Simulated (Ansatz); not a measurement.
# How the conductance of Zr/AlN/TaN changes with thickness, part 4 of 6

Wanted: T(E), the conductance and its decay constant for Zr/AlN/TaN. The lower electrode is Zr hcp(0001), the upper one TaN rock salt(111); the barrier is AlN wurtzite(0001) (whole bilayers). In the first transport cell, after relaxation, the nearest pair of electrode and barrier is Zr–N at 2.14 Å, along the normal, at the lower face and N–Al at 1.90 Å, along the normal, at the upper one. All share a net of side 3.13 Å, which strains the lower electrode by -3.1 %, the upper one by +0.1 % and the barrier by +0.0 %, against typed lattice constants near PBE's. The first steps treat the bulk electrodes alone.

Ansatz 0.2.0; PBE DFT, plane waves, PAW files (the session's first sound run).

So far, transmission at the Fermi level (a spin, zone mean): step 5 (transmission over a wide range of energy) 3.5e-5. Also channels of the lower lead: step 5 0.660.

## Step 6: Conductance, atomic planes in the barrier 4, gap between the electrodes 7.13 Å

Level of this step: PBE DFT, plane waves, PAW files; ballistic transmission by layer matching between semi-infinite leads (Ansatz).

System of this step: Zr/AlN/TaN. The cell holds 30 atoms: 11 Zr, 10 N, 2 Al and 7 Ta. Its edges and angles: a = 3.130 Å, b = 3.130 Å, c = 65.611 Å, α = 90.0°, β = 90.0°, γ = 120.0°. Regions: left electrode, 11 atoms (11 Zr); barrier, 4 atoms (2 N and 2 Al); right electrode, 15 atoms (8 N and 7 Ta). Vacuum lies along c.

The conductance needs T(E) within ten thermal energies of the Fermi level, on steps under 1.5 kT, and a finer mesh (30×30), since the current can rest on few wavevectors.

The input, input.yaml:

```yaml
crystal:
  lattice:
    - [3.13, 0.0, 0.0]
    - [-1.565, 2.7106595138, 0.0]
    - [0.0, 0.0, 65.6109594818]
  atoms:
    - { symbol: Zr, position: [0.33333333, 0.66666667, 0.106689493] }
    - { symbol: Zr, position: [0.0, 0.0, 0.1473110744] }
    - { symbol: Zr, position: [0.33333333, 0.66666667, 0.1879326559] }
    - { symbol: Zr, position: [0.0, 0.0, 0.2285542373] }
    - { symbol: Zr, position: [0.33333333, 0.66666667, 0.2691758188] }
    - { symbol: Zr, position: [0.0, 0.0, 0.3097974002] }
    - { symbol: Zr, position: [0.33333333, 0.66666667, 0.3504189817] }
    - { symbol: Zr, position: [0.0, 0.0, 0.3910405632] }
    - { symbol: Zr, position: [0.33333333, 0.66666667, 0.4316621446] }
    - { symbol: Zr, position: [0.0, 0.0, 0.4722837261] }
    - { symbol: Zr, position: [0.33333333, 0.66666667, 0.5157838092] }
    - { symbol: "N", position: [0.33333333, 0.66666667, 0.5484594762] }
    - { symbol: Al, position: [0.66666667, 0.33333333, 0.5572639703] }
    - { symbol: "N", position: [0.66666667, 0.33333333, 0.5864502032] }
    - { symbol: Al, position: [0.33333333, 0.66666667, 0.5954852738] }
    - { symbol: "N", position: [0.33333333, 0.66666667, 0.6245146533] }
    - { symbol: Ta, position: [0.66666667, 0.33333333, 0.6415928594] }
    - { symbol: "N", position: [0.0, 0.0, 0.6609557554] }
    - { symbol: Ta, position: [0.33333333, 0.66666667, 0.6803186513] }
    - { symbol: "N", position: [0.66666667, 0.33333333, 0.6996815473] }
    - { symbol: Ta, position: [0.0, 0.0, 0.7190444433] }
    - { symbol: "N", position: [0.33333333, 0.66666667, 0.7384073392] }
    - { symbol: Ta, position: [0.66666667, 0.33333333, 0.7577702352] }
    - { symbol: "N", position: [0.0, 0.0, 0.7771331312] }
    - { symbol: Ta, position: [0.33333333, 0.66666667, 0.7964960272] }
    - { symbol: "N", position: [0.66666667, 0.33333333, 0.8158589231] }
    - { symbol: Ta, position: [0.0, 0.0, 0.8352218191] }
    - { symbol: "N", position: [0.33333333, 0.66666667, 0.8545847151] }
    - { symbol: Ta, position: [0.66666667, 0.33333333, 0.8739476111] }
    - { symbol: "N", position: [0.0, 0.0, 0.893310507] }
kpoints:
  mp_grid: { grid: [12, 12, 1] }
scf:
  occupations: { method: fermi_dirac, width: 0.1 }
  max_iter: 150
hamiltonian:
  xc: pbe
output:
  transmission:
    kmesh: [30, 30]
    e_range: [-0.26, 0.27]
    de: 0.0375
    leads: [[4, 6], [22, 24]]
```

The run is started by

```console
$ ansatz run input.yaml --threads 4 --pin off --max-ram 12288MiB --backend cpu --events-out ev --progress --plain --runs-dir out
```

Numbers of over 12 decimals in the logs are rounded to 6 here.

Output:

```text
[...]
Crystal: 30 atoms, lattice volume = 556.667 Å³
Basis set: ecut = 420 eV, 10779 PW (Γ)
Bands: 170, of which v1, the nominal top of the filled ones, is band 140 counted from 1 (139 counted from 0)
Symmetry: 6 space group operations
[...]
k-points: 19 of 144 (time reversal used)
[...]
SCF iter   1: F=—  HF=-120481.951767 eV  |F-HF|=—  |Δ(HF+E_count)|=         —  Δρ=2.43e-2  dr2=1.29e3  ethr=1.77e-3  ⟨swp⟩=8.6  Hψ=14919  notcnv=0
[...]
SCF iter  11: F=-120479.359382 eV  HF=-120479.359382 eV  |F-HF|=7.19e-9  |Δ(HF+E_count)|=   7.56e-8  Δρ=1.37e-6  dr2=2.60e-8  ethr=3.58e-11  ⟨swp⟩=11.0  Hψ=9476  notcnv=0
SCF 1 converged in 11 iterations: F = -120479.359382 eV  dr2 = 2.60e-8
[...]
transmission: 562 of 5551 steps passed
transmission: 1111 of 5551 steps passed
[...]
transmission: 5551 of 5551 steps passed
SCF converged after 11 iterations
Free energy (F): -120479.359382 eV
[...]
Internal energy: -120478.704950 eV  (E = F + TS)
E sigma→0 (E₀):  -120479.032166 eV
Entropy (-TS):   -0.654432 eV (-21.814 meV/atom)
Fermi energy:    11.932975 eV
[...]
--- Band table (eV; the first three rows and the last of 19) ---
  k-point 0: bands = [... 136 lower, 11.8901, 11.9534, 11.9534, 11.9636, 12.1132, 12.2137, 12.2955, 12.4040, ... 26 higher]
  k-point 1: bands = [... 136 lower, 11.7867, 11.9182, 11.9738, 12.0927, 12.1175, 12.1447, 12.2116, 12.2700, ... 26 higher]
  k-point 2: bands = [... 136 lower, 11.6581, 11.8113, 11.8833, 11.9340, 12.0013, 12.0375, 12.0462, 12.1261, ... 26 higher]
  k-point 18: bands = [... 136 lower, 11.7396, 11.8273, 11.8641, 11.9611, 12.0070, 12.0161, 12.0265, 12.0468, ... 26 higher]
--- Transmission ---
  basis      : 73 plane waves across, 61 finite elements along
  points     : 91, standing for a mesh of 30 x 30
  filling    : by the input's occupations and mesh, since the crystals that have channels conduct as metals do. If one of these is a semiconductor, that mesh has misplaced its level
[...]
filled         : 32.3 meV under the level at which it is neutral
    channels       : 7.388889e-1 a spin
    conductance    : 6.9526e14 S/m² at 300 K; may be off by some 0.0 % by where its bands' edges are placed, 6.9 % from the k-mesh, 13.7 % from the distance to neutral
    slowest decay  : 0.0100 /Å at (0.4333, 0.0000)
[...]
filled         : 20.5 meV under the level at which it is neutral
    channels       : 1.846667e0 a spin
[...]
slowest decay  : 0.0229 /Å at (0.3333, 0.3333)
  junction   : crystal 0 to crystal 1, 19.69 to 49.59 Å
    transmission   : 2.249536e-3 a spin
    conductance    : 2.3163e12 S/m² at 300 K (2.2254e12 on every other point, 2.3208e12 on every other energy)
    error estimate : 0.2 % from the energy spacing and 84.8 % from band edges of the leads and from resonances (wavevectors taken as independent; lower de), 17.4 % from the k-mesh, 82.8 % from the steps of its leads' Hamiltonians or their offsets (lay more layers), 18.1 % from the distance to neutral
    resistance     : 4.3070e-1 Ω µm² beyond half of each lead's own
```

Elapsed: 6.5 min, on 4 threads of Arm Neoverse V1, shared host; peak memory 2.8 GiB; 19 min of CPU time.

This step gave:

* free energy: -120479.3594 eV
* Fermi energy: 11.93 eV
* transmission at the Fermi level (a spin, zone mean): 0.002250
* channels of the lower lead: 0.7389
* channels of the upper lead: 1.847
* ballistic conductance of the lower lead: 6.95e14 S/m²
* ballistic conductance of the upper lead: 1.68e15 S/m²
* junction conductance: 2.32e12 S/m²
* error estimates by source, in the log's order: 0.2, 84.8, 17.4, 82.8, 18.1 %
* resistance-area product beyond the leads: 0.4307 Ω um²

One spin. Transmission, zone mean against energy, zero at the Fermi level:

| energy (eV) | transmission, zone mean |
| --- | --- |
| -0.260 | 0.00238 |
| -0.223 | 0.00234 |
| -0.185 | 0.00244 |
| -0.147 | 0.00246 |
| -0.110 | 0.00216 |
| -0.072 | 0.00224 |
| -0.035 | 0.00216 |
| 0.003 | 0.00225 |
| 0.040 | 0.00268 |
| 0.077 | 0.00383 |
| 0.115 | 0.00362 |
| 0.152 | 0.00403 |
| 0.190 | 0.00588 |
| 0.228 | 0.00680 |
| 0.265 | 0.00682 |

One spin. The open channels, zone mean by energy, zero at the Fermi level:

```
energy (eV)  lower lead  upper lead
     -0.260        0.63        1.81
     -0.223       0.617        1.85
     -0.185       0.626        1.87
     -0.147       0.672        1.85
     -0.110       0.659        1.87
     -0.072       0.586        1.82
     -0.035       0.666        1.81
      0.003       0.739        1.85
      0.040       0.852        1.85
      0.077        1.06        1.79
      0.115        1.18        1.80
      0.152        1.21        1.86
      0.190        1.22        1.87
      0.228        1.22        1.87
      0.265        1.28        1.87
```

Transmission over k1 and k2. At 0.0025 eV from the Fermi level.

Values in units of 1e-2, 12 rows by 16 columns, each cell a mean:
```
0.0 0.0 0.0 0.0 0.0 0.0 0.0 0.0 0.0 0.0 0.1 1.0 1.3 1.1 0.5 0.0
0.0 0.0 0.0 0.0 0.0 0.1 0.0 0.0 0.0 0.0 0.0 1.0 0.9 0.2 1.0 0.7
0.4 0.0 0.0 0.0 0.0 0.0 0.0 0.0 0.0 0.0 0.0 0.3 1.1 0.8 0.8 1.3
0.2 0.0 0.1 0.0 0.0 0.2 0.2 0.2 0.1 0.0 0.1 0.0 0.2 0.6 0.9 0.7
0.0 0.0 0.0 0.0 0.1 0.3 0.7 0.6 0.5 0.3 0.1 0.0 0.0 0.0 0.0 0.0
0.0 0.0 0.0 0.0 0.0 0.3 0.6 0.4 0.4 0.5 0.4 0.1 0.0 0.0 0.0 0.0
0.0 0.0 0.0 0.0 0.0 0.1 0.4 0.5 0.4 0.5 0.5 0.2 0.0 0.0 0.0 0.0
0.0 0.1 0.0 0.0 0.0 0.1 0.0 0.3 0.5 0.5 0.4 0.2 0.0 0.0 0.0 0.0
0.9 1.3 1.2 0.9 0.3 0.0 0.0 0.0 0.1 0.1 0.1 0.0 0.0 0.0 0.0 0.0
0.7 1.1 0.2 0.6 1.1 0.2 0.0 0.0 0.0 0.0 0.0 0.0 0.0 0.0 0.0 0.0
0.0 0.8 1.0 0.6 1.3 0.5 0.0 0.0 0.0 0.0 0.0 0.0 0.0 0.0 0.0 0.0
0.0 0.0 0.3 1.0 1.1 0.3 0.0 0.0 0.0 0.0 0.0 0.2 0.3 0.1 0.0 0.0
```
Columns: k1 (b1) from -0.5 to 0.467; rows upwards: k2 (b2) from -0.5 to 0.467.

G = 2.3e12 S/m² (1/G = 0.432 Ω µm²). Apart from band edges and resonances, the largest error estimate is 83 %, from the leads' potential steps. For edges and narrow resonances that could lie between the energies solved the program puts 85 %, while dropping every other energy moves G by 0.2 %. In the worse lead the potential repeats within 62 meV, which the program flags as too much for a lead, so G carries that doubt. By hand, Landauer's formula with T at one energy: G = (e²/h) ΣT / A = 3.874e-5 S × 0.00450 / 8.484 Å² = 2.1e12 S/m², with T summed over both spins. The printed value averages T over the Fermi window and is 1.1 times this.

## Step 7: Conductance, 34 atoms

System of this step: Zr/AlN/TaN. The cell holds 34 atoms: 11 Zr, 12 N, 4 Al and 7 Ta. Its edges and angles: a = 3.130 Å, b = 3.130 Å, c = 70.629 Å, α = 90.0°, β = 90.0°, γ = 120.0°. Regions: left electrode, 11 atoms (11 Zr); barrier, 8 atoms (4 N and 4 Al); right electrode, 15 atoms (8 N and 7 Ta). Vacuum lies along c.

Barrier layers are added or taken out in the middle, and the relaxed faces stay.

The input, input.yaml:

```yaml
crystal:
  lattice:
    - [3.13, 0.0, 0.0]
    - [-1.565, 2.7106595138, 0.0]
    - [0.0, 0.0, 70.6290914053]
  atoms:
    - { symbol: Zr, position: [0.33333333, 0.66666667, 0.0991093027] }
    - { symbol: Zr, position: [0.0, 0.0, 0.1368447582] }
    - { symbol: Zr, position: [0.33333333, 0.66666667, 0.1745802137] }
    - { symbol: Zr, position: [0.0, 0.0, 0.2123156692] }
    - { symbol: Zr, position: [0.33333333, 0.66666667, 0.2500511247] }
    - { symbol: Zr, position: [0.0, 0.0, 0.2877865802] }
    - { symbol: Zr, position: [0.33333333, 0.66666667, 0.3255220356] }
    - { symbol: Zr, position: [0.0, 0.0, 0.3632574911] }
    - { symbol: Zr, position: [0.33333333, 0.66666667, 0.4009929466] }
    - { symbol: Zr, position: [0.0, 0.0, 0.4387284021] }
    - { symbol: Zr, position: [0.33333333, 0.66666667, 0.4791378444] }
    - { symbol: "N", position: [0.33333333, 0.66666667, 0.5094919354] }
    - { symbol: Al, position: [0.66666667, 0.33333333, 0.5176708783] }
    - { symbol: "N", position: [0.66666667, 0.33333333, 0.5447834561] }
    - { symbol: Al, position: [0.33333333, 0.66666667, 0.5531913071] }
    - { symbol: "N", position: [0.33333333, 0.66666667, 0.5802844341] }
    - { symbol: Al, position: [0.66666667, 0.33333333, 0.5887324975] }
    - { symbol: "N", position: [0.66666667, 0.33333333, 0.6158325355] }
    - { symbol: Al, position: [0.33333333, 0.66666667, 0.6242256727] }
    - { symbol: "N", position: [0.33333333, 0.66666667, 0.6511925415] }
    - { symbol: Ta, position: [0.66666667, 0.33333333, 0.6670573568] }
    - { symbol: "N", position: [0.0, 0.0, 0.6850445368] }
    - { symbol: Ta, position: [0.33333333, 0.66666667, 0.7030317169] }
    - { symbol: "N", position: [0.66666667, 0.33333333, 0.7210188969] }
    - { symbol: Ta, position: [0.0, 0.0, 0.7390060769] }
    - { symbol: "N", position: [0.33333333, 0.66666667, 0.756993257] }
    - { symbol: Ta, position: [0.66666667, 0.33333333, 0.774980437] }
    - { symbol: "N", position: [0.0, 0.0, 0.7929676171] }
    - { symbol: Ta, position: [0.33333333, 0.66666667, 0.8109547971] }
    - { symbol: "N", position: [0.66666667, 0.33333333, 0.8289419771] }
    - { symbol: Ta, position: [0.0, 0.0, 0.8469291572] }
    - { symbol: "N", position: [0.33333333, 0.66666667, 0.8649163372] }
    - { symbol: Ta, position: [0.66666667, 0.33333333, 0.8829035173] }
    - { symbol: "N", position: [0.0, 0.0, 0.9008906973] }
kpoints:
  mp_grid: { grid: [12, 12, 1] }
scf:
  occupations: { method: fermi_dirac, width: 0.1 }
  max_iter: 150
hamiltonian:
  xc: pbe
output:
  transmission:
    kmesh: [30, 30]
    e_range: [-0.26, 0.27]
    de: 0.0375
    leads: [[4, 6], [26, 28]]
```

Output:

```text
[...]
Crystal: 34 atoms, lattice volume = 599.243 Å³
Basis set: ecut = 420 eV, 11637 PW (Γ)
Bands: 182, of which v1, the nominal top of the filled ones, is band 148 counted from 1 (147 counted from 0)
Symmetry: 6 space group operations
[...]
k-points: 19 of 144 (time reversal used)
[...]
SCF iter   1: F=—  HF=-122330.556376 eV  |F-HF|=—  |Δ(HF+E_count)|=         —  Δρ=2.39e-2  dr2=1.45e3  ethr=1.77e-3  ⟨swp⟩=8.6  Hψ=16282  notcnv=0
[...]
SCF iter  12: F=-122327.866121 eV  HF=-122327.866121 eV  |F-HF|=2.77e-8  |Δ(HF+E_count)|=   7.53e-8  Δρ=1.88e-6  dr2=6.11e-8  ethr=3.39e-11  ⟨swp⟩=11.7  Hψ=12927  notcnv=0
SCF 1 converged in 12 iterations: F = -122327.866121 eV  dr2 = 6.11e-8
[...]
transmission: 616 of 6097 steps passed
transmission: 1220 of 6097 steps passed
[...]
transmission: 6097 of 6097 steps passed
SCF converged after 12 iterations
Free energy (F): -122327.866121 eV
[...]
Internal energy: -122327.211408 eV  (E = F + TS)
E sigma→0 (E₀):  -122327.538764 eV
Entropy (-TS):   -0.654713 eV (-19.256 meV/atom)
Fermi energy:    11.730185 eV
[...]
--- Band table (eV; the first three rows and the last of 19) ---
  k-point 0: bands = [... 144 lower, 11.6871, 11.7511, 11.7511, 11.7608, 11.9103, 12.0108, 12.0927, 12.2012, ... 30 higher]
  k-point 1: bands = [... 144 lower, 11.5844, 11.7153, 11.7710, 11.8904, 11.9152, 11.9418, 12.0087, 12.0672, ... 30 higher]
  k-point 2: bands = [... 144 lower, 11.4548, 11.6084, 11.6805, 11.7311, 11.7984, 11.8346, 11.8439, 11.9237, ... 30 higher]
  k-point 18: bands = [... 144 lower, 11.5375, 11.6255, 11.6608, 11.7578, 11.8042, 11.8133, 11.8237, 11.8440, ... 30 higher]
--- Transmission ---
  basis      : 73 plane waves across, 67 finite elements along
  points     : 91, standing for a mesh of 30 x 30
[...]
filled         : 32.3 meV under the level at which it is neutral
    channels       : 7.388889e-1 a spin
[...]
slowest decay  : 0.0101 /Å at (0.4333, 0.0000)
[...]
filled         : 20.5 meV under the level at which it is neutral
    channels       : 1.846667e0 a spin
[...]
slowest decay  : 0.0229 /Å at (0.3333, 0.3333)
  junction   : crystal 0 to crystal 1, 19.69 to 54.61 Å
    transmission   : 4.359272e-5 a spin
[...]
resistance     : 2.1789e1 Ω µm² beyond half of each lead's own
```

Run time: 7.8 min. Hardware: 4 threads; peak memory 3.2 GiB; 23 min of CPU time.

This step gave:

- free energy: -122327.8661 eV
- Fermi energy: 11.73 eV
- transmission at the Fermi level (a spin, zone mean): 4.36e-5
- junction conductance: 4.59e10 S/m²
- error estimates by source, in the log's order: 2.9, 75.6, 19.3, 83, 9.9 %
- resistance-area product beyond the leads: 21.79 Ω um²

One spin. Table of transmission, zone mean by energy, zero at the Fermi level:

```
energy (eV)  transmission, zone mean
     -0.260                   8.8e-5
     -0.223                   8.0e-5
     -0.185                   7.4e-5
     -0.147                   6.9e-5
     -0.110                   5.8e-5
     -0.072                   5.3e-5
     -0.035                   4.8e-5
      0.003                   4.4e-5
      0.040                   4.7e-5
      0.077                   5.5e-5
      0.115                   5.3e-5
      0.152                   6.1e-5
      0.190                   9.1e-5
      0.228                   9.1e-5
      0.265                   1.4e-4
```

One spin. Open channels, zone mean against energy, zero at the Fermi level:

(Unchanged from step 6.)

Transmission over k1 and k2. At 0.0025 eV from the Fermi level.

Ten even steps from '_' (0.00 × 1e-4) to '@' (2.33 × 1e-4), each cell a mean:
```
####--______________________--**##++______==**##**++..____==
..::____________________________::..______==**++++==**::____
__________________________________________==##::____--**--__
__________________________________________--**++..____--**++
--__________________________________________++##++::..--**##
--____________________________________________--**++****++**
..__________________::::::::::..________________..::::::--::
__________________::::++******++::..________________________
__________________::::%%@@%%%%@@%%--::____________________..
**::______________::::@@@@%%%%%%%%@@++::..______________==##
@@##________________::##@@%%%%%%%%%%@@++::______________..%%
##%%==______________..::##@@%%%%%%%%@@@@::::______________--
..::..________________..::++@@@@%%%%@@@@::::________________
__________________________::--##%%%%%%##::::________________
__..::......________________....::::::::::..________________
--++++****++++::____________________________________________
--##**==::--****--__________________________________________
..++**--____::++**--________________________________________
__..++**..____--##==________________________________________
______--**==--==##==________________________________________
**::____::++**##**==______==**--::______________________::**
@@%%::____..--====--______==%%@@##::______..--::..______--%%
```
Columns: k1 (b1) from -0.5 to 0.467; rows upwards: k2 (b2) from -0.5 to 0.467.

G = 4.6e10 S/m² (1/G = 21.8 Ω µm²), 0.020 times the step before of this kind. The largest error estimate is 83 %, from the leads' potential steps. In the worse lead the potential repeats within 62 meV, which the program flags as too much for a lead, so G carries that doubt.

(Part 4 of 6 ends here.)

[Logs are printed without paths, hosts, clocks, repeated set-up lines and the standing remarks that a program may print on its own settings, such as how far it seeks lower states.]

[Hosts, paths, dates, database ids (printed as entryN), source tags and the programs' standing remarks are cut or masked in the printed files.]
